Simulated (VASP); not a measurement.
# HfC (Fm-3m) in VASP: settings compared, part 2 of 3

VASP 6.6.1. Earlier steps stand in the parts before.

### Step 3. Single point, RPBE

Contents of INCAR:

```
SYSTEM = HfC
  PREC = Accurate
  ENCUT = 520
  EDIFF = 1E-7
  ISMEAR = 0
  SIGMA = 0.1
  LREAL = .False.
  LASPH = .True.
  NELM = 60
  ALGO = Fast
  ISIF = 2
  LWAVE = .False.
  LCHARG = .True.
  GGA = RP
  LELF = .True.
  LVHAR = .True.
```

Contents of KPOINTS:

```
regular mesh
0
Gamma
  10 10 10
  0 0 0
```

Contents of POSCAR:

```
HfC
3.288
    0.000000000000      0.707116788321      0.707116788321
    0.707116788321      0.000000000000      0.707116788321
    0.707116788321      0.707116788321      0.000000000000
Hf C
1 1
Direct
    0.5000000000      0.5000000000      0.5000000000
    0.0000000000      0.0000000000      0.0000000000
```

Potentials or basis: VASP PAW PBE potentials, release 64 (Hf_pv, C).

Started as:

```sh
$ cat potpaw_PBE.64/Hf_pv/POTCAR potpaw_PBE.64/C/POTCAR > POTCAR
$ mpirun -np 1 vasp_std > vasp.out
```

OUTCAR:

```text
SYSTEM = HfC
   PREC = Accurate
   ENCUT = 520
   EDIFF = 1E-7
   ISMEAR = 0
   LREAL = .False.
   LASPH = .True.
   NELM = 60
   ISIF = 2
   GGA = RP

 ion  position               nearest neighbor table
   1  0.500  0.500  0.500-   2 2.32   2 2.32   2 2.32   2 2.32   2 2.32   2 2.32
   2  0.000  0.000  0.000-   1 2.32   1 2.32   1 2.32   1 2.32   1 2.32   1 2.32

  LATTYP: Found a face centered cubic cell.
 ALAT       =     4.6500000000

  Lattice vectors:

 A1 = (   0.0000000000,   2.3250000000,   2.3250000000)
 A2 = (   2.3250000000,   0.0000000000,   2.3250000000)
 A3 = (   2.3250000000,   2.3250000000,   0.0000000000)

Analysis of symmetry for initial positions (statically):
=====================================================================
 Subroutine PRICEL returns:
 Original cell was already a primitive cell.

 Routine SETGRP: Setting up the symmetry group for a
 face centered cubic supercell.

 Subroutine GETGRP returns: Found 48 space group operations
 (whereof 48 operations were pure point group operations)
 out of a pool of 48 trial point group operations.

The static configuration has the point symmetry O_h .

Analysis of symmetry for dynamics (positions and initial velocities):
=====================================================================
 Subroutine PRICEL returns:
 Original cell was already a primitive cell.

 Routine SETGRP: Setting up the symmetry group for a
 face centered cubic supercell.

 Subroutine GETGRP returns: Found 48 space group operations
 (whereof 48 operations were pure point group operations)
 out of a pool of 48 trial point group operations.

The dynamic configuration has the point symmetry O_h .

 Subroutine INISYM returns: Found 48 space group operations
 (whereof 48 operations are pure point group operations),
 and found     1 'primitive' translations

----------------------------------------------------------------------------------------

                                     Primitive cell

  volume of cell :      25.1362

  direct lattice vectors                    reciprocal lattice vectors
     0.000000000  2.325000000  2.325000000    -0.215053763  0.215053763  0.215053763
     2.325000000  0.000000000  2.325000000     0.215053763 -0.215053763  0.215053763
     2.325000000  2.325000000  0.000000000     0.215053763  0.215053763 -0.215053763

  length of vectors
     3.288046533  3.288046533  3.288046533     0.372484045  0.372484045  0.372484045

  position of ions in fractional coordinates (direct lattice)
     0.500000000  0.500000000  0.500000000
     0.000000000  0.000000000  0.000000000

  ion indices of the primitive-cell ions
   primitive index   ion index
                 1           1
                 2           2

----------------------------------------------------------------------------------------

 KPOINTS: regular mesh

Automatic generation of k-mesh.
 Grid dimensions read from file:
 generate k-points for:   10   10   10

 Generating k-lattice:

  Cartesian coordinates                     Fractional coordinates (reciprocal lattice)
    -0.021505376  0.021505376  0.021505376     0.100000000  0.000000000  0.000000000
     0.021505376 -0.021505376  0.021505376     0.000000000  0.100000000  0.000000000
[... 63 lines left out ...]
   number of dos      NEDOS =    301   number of ions     NIONS =      2
   total plane-waves  NPLWV =  13824
   dimension x,y,z NGX =    24 NGY =   24 NGZ =   24
   dimension x,y,z NGXF=    48 NGYF=   48 NGZF=   48
   ions per type =               1   1
   NGX,Y,Z   is equivalent  to a cutoff of  12.13, 12.13, 12.13 a.u.
   NGXF,Y,Z  is equivalent  to a cutoff of  24.27, 24.27, 24.27 a.u.
 SYSTEM =  HfC
   PREC   = accura    normal or accurate (medium, high low for compatibility)
   ISTART =      0    job   : 0-new  1-cont  2-samecut
   ICHARG =      2    charge: 1-file 2-atom 10-const
   ISPIN  =      1    spin polarized calculation?
   LNONCOLLINEAR =      F non collinear calculations
   LSORBIT =      F    spin-orbit coupling
   LASPH  =      T    aspherical Exc in radial PAW
   ENCUT  =  520.0 eV  38.22 Ry    6.18 a.u.   6.11  6.11  6.11*2*pi/ulx,y,z
   NELM   =     60;   NELMIN=  2; NELMDL= -5     # of ELM steps
   EDIFF  = 0.1E-06   stopping-criterion for ELM
   LREAL  =      F    real-space projection
   EDIFFG = 0.1E-05   stopping-criterion for IOM
   NSW    =      0    number of steps for IOM
   IBRION =     -1    ionic relax: 0-MD 1-quasi-New 2-CG
   NFREE  =      0    steps in history (QN), initial steepest desc. (CG)
   ISIF   =      2    stress and relaxation
   ISYM   =      2    0-nonsym 1-usesym 2-fastsym
   POTIM  = 0.5000    time-step for ionic-motion
   TEBEG  =    0.0;   TEEND  =   0.0 temperature during run
   PSTRESS=    0.0 pullay stress
   NELECT =      14.0000    total number of electrons
   NUPDOWN=      -1.0000    fix difference up-down
   EMIN   =  10.00;   EMAX   =-10.00  energy-range for DOS
   EFERMI =   0.00;   METHOD = LEGACY
   ISMEAR =     0;   SIGMA  =   0.10  broadening in eV -4-tet -1-fermi 0-gaus
   EFERMI_NEDOS =   21; number of points for ismear=-14 and -15
   IALGO  =     68    algorithm
   IMIX   =      4    mixing-type and parameters
     AMIX     =   0.40;   BMIX     =  1.00
     AMIX_MAG =   1.60;   BMIX_MAG =  1.00
  volume/ion in A,a.u.               =      12.57        84.81
  Fermi-wavevector in a.u.,A,eV,Ry     =   1.346949  2.545365 24.684672  1.814272
  Thomas-Fermi vector in A             =   2.474740
   LORBIT       =      0    0 simple, 1 ext, 2 COOP (PROOUT), +10 PAW based schemes
   GGA     = RP    functional components
   LHFCALC =     F    Hartree Fock is set to
   AEXX    =    0.0000 exact exchange contribution
   IVDW    =     0    specifies the selected vdW correction
   LEPSILON=     F    determine dielectric tensor
   LRPA    =     F    only Hartree local field effects (RPA)
 non-spin polarized calculation
 RMM-DIIS sequential band-by-band and
 Gauss-broadening in eV      SIGMA  =   0.10
  energy-cutoff  :      520.00
  volume of cell :       25.14
 maximum number of plane-waves:       700
   NGX = 13   NGY = 13   NGZ = 13

 number of electron      14.0000000 magnetization

 Free energy of the ion-electron system (eV)
  ---------------------------------------------------
  ext. energy  EPLUGINS =         0.00000000
  ---------------------------------------------------
  free energy    TOTEN  =       -20.13019187 eV

  energy without entropy =      -20.12852797  energy(sigma->0) =      -20.12935992

 E-fermi :   6.1050     XC(G=0): -12.2209

 val. band max:        6.0796802231   @ k =   0.1000   0.0000   0.0000
 cond. band min:       6.2225161259   @ k =   0.1000   0.1000   0.0000
 fundamental gap:      0.1428359028
 Fermi energy:         6.1050382957

 k-point     1 :       0.0000    0.0000    0.0000
  band No.  band energies     occupation
      1     -23.5491      2.00000
      2     -23.5491      2.00000
      3     -23.5491      2.00000
      4      -6.2933      2.00000
      5       7.0603      0.00000
      6       7.0603      0.00000
      7       7.0603      0.00000
      8       7.4851      0.00000
      9       7.4851      0.00000
     10       7.4851      0.00000
     11       9.4664      0.00000
[... 533 lines left out ...]
 k-point    40 :      -0.2000    0.3000    0.1000
  band No.  band energies     occupation
      1     -24.0295      2.00000
      2     -23.8103      2.00000
      3     -23.6430      2.00000
      4      -3.5964      2.00000
      5       1.5206      2.00000
      6       3.6253      2.00000
      7       3.6343      2.00000
      8       8.9673      0.00000
      9      11.5622      0.00000
     10      11.5670      0.00000
     11      12.6106      0.00000

 [... further k-points ...]

------------------------ aborting loop because EDIFF is reached ----------------------------------------

  FORCE on cell =-STRESS in cart. coord.  units (eV):
  Direction    XX          YY          ZZ          XY          YZ          ZX
  --------------------------------------------------------------------------------------
  -------------------------------------------------------------------------------------
  Total        0.5538385      0.5538385      0.5538385     -0.0000000      0.0000000      0.0000000
  in kB       35.3016391     35.3016391     35.3016391     -0.0000000      0.0000000      0.0000000
  external PRESSURE =      35.3016391 kB  Pullay stress =       0.0000000 kB

 VOLUME and BASIS-vectors are now :
 -----------------------------------------------------------------------------
  energy-cutoff  :      520.00
  volume of cell :       25.14
      direct lattice vectors                 reciprocal lattice vectors
     0.000000000  2.325000000  2.325000000    -0.215053763  0.215053763  0.215053763
     2.325000000  0.000000000  2.325000000     0.215053763 -0.215053763  0.215053763
     2.325000000  2.325000000  0.000000000     0.215053763  0.215053763 -0.215053763

 POSITION                                       TOTAL-FORCE (eV/Angst)
 -----------------------------------------------------------------------------------
      2.32500      2.32500      2.32500         0.000000      0.000000      0.000000
      0.00000      0.00000      0.00000         0.000000      0.000000      0.000000
 -----------------------------------------------------------------------------------
    total drift:                                0.000000     -0.000000      0.000000

  FREE ENERGIE OF THE ION-ELECTRON SYSTEM (eV)
  ---------------------------------------------------
  free  energy   TOTEN  =       -20.1301918718 eV

  energy  without entropy=      -20.1285279655  energy(sigma->0) =      -20.12935992
```

stdout:

```text
POSCAR found type information on POSCAR HfC
 POSCAR found :  2 types and       2 ions
 scaLAPACK will be used
 -----------------------------------------------------------------------------
|                                                                             |
|                                                                             |
|     You enforced a specific xc type in the INCAR file but a different       |
|     I HOPE YOU KNOW WHAT YOU ARE DOING!                                     |
|                                                                             |
 -----------------------------------------------------------------------------

 LDA part: xc-table for (Slater+PW92), standard interpolation
 POSCAR, INCAR and KPOINTS ok, starting setup
 FFT: planning ... GRIDC
 FFT: planning ... GRID_SOFT
 FFT: planning ... GRID
 WAVECAR not read
 entering main loop
```

Run time: 9.6 s. Hardware: 1 thread of Intel Xeon Platinum 8488C (Sapphire Rapids), shared host; peak memory 0.14 GiB.

What came out:

- Free energy: -20.1302 eV
- Pressure: 3.5 GPa
- Band gap on the k mesh: none (metal or under the smearing width)

Caveat: the PAW data sets were made with another functional, which shifts forces and pressure a little.

### Step 4. Single point, RPBE

Contents of run.py:

```python
from ase.calculators.vasp import Vasp
from ase.dft.bandgap import bandgap
from ase.io import read

atoms = read('HfC.xyz')
calc = Vasp(
    directory='calc',
    xc='rpbe',
    pp='PBE',
    setups='materialsproject',
    prec='Accurate',
    encut=520,
    ediff=1e-06,
    ismear=0,
    sigma=0.1,
    lreal=False,
    lasph=True,
    nelm=60,
    algo='Fast',
    isif=2,
    lwave=False,
    lcharg=False,
    kpts=[10, 10, 10],
    gamma=True,
)
atoms.calc = calc

print('energy (eV):', atoms.get_potential_energy())
print('free energy (eV):', atoms.get_potential_energy(force_consistent=True))
print('forces (eV/A):')
print(atoms.get_forces())
print('stress (eV/A^3, Voigt):', atoms.get_stress())
print('Fermi level (eV):', calc.get_fermi_level())
gap, top, bottom = bandgap(calc)
print('band gap (eV):', gap, 'from (spin, k, band)', top, 'to', bottom)
```

Contents of HfC.xyz:

```xyz
2
Lattice="0.0000000000 2.3250000000 2.3250000000 2.3250000000 0.0000000000 2.3250000000 2.3250000000 2.3250000000 0.0000000000" Properties=species:S:1:pos:R:3 pbc="T T T"
Hf     2.3250000000      2.3250000000      2.3250000000
C      0.0000000000      0.0000000000      0.0000000000
```

Started as:

```sh
$ python run.py
```

Wall time 17 s (1 thread of Intel Xeon Platinum 8488C (Sapphire Rapids), shared host); peak memory 0.14 GiB.

Results (log left out):

- Free energy: -20.1302 eV
- Pressure: 3.5 GPa
- Band gap on the k mesh: none (metal or under the smearing width)

Levels at points of the mesh, in eV from the Fermi level:
```
           k point  band 5  band 6  band 7  band 8  band 9  band 10
(0.00, 0.00, 0.00)    0.96    0.96    0.96    1.38    1.38     1.38
(0.50, 0.00, 0.00)   -6.18   -3.02   -3.02    5.31    5.31     5.78
(0.50, 0.50, 0.00)   -2.65   -1.79   -0.15   -0.15    5.28     6.73
```

Caveat: the PAW data sets were made with another functional, which shifts forces and pressure a little.

(Continued in part 3 of 3.)
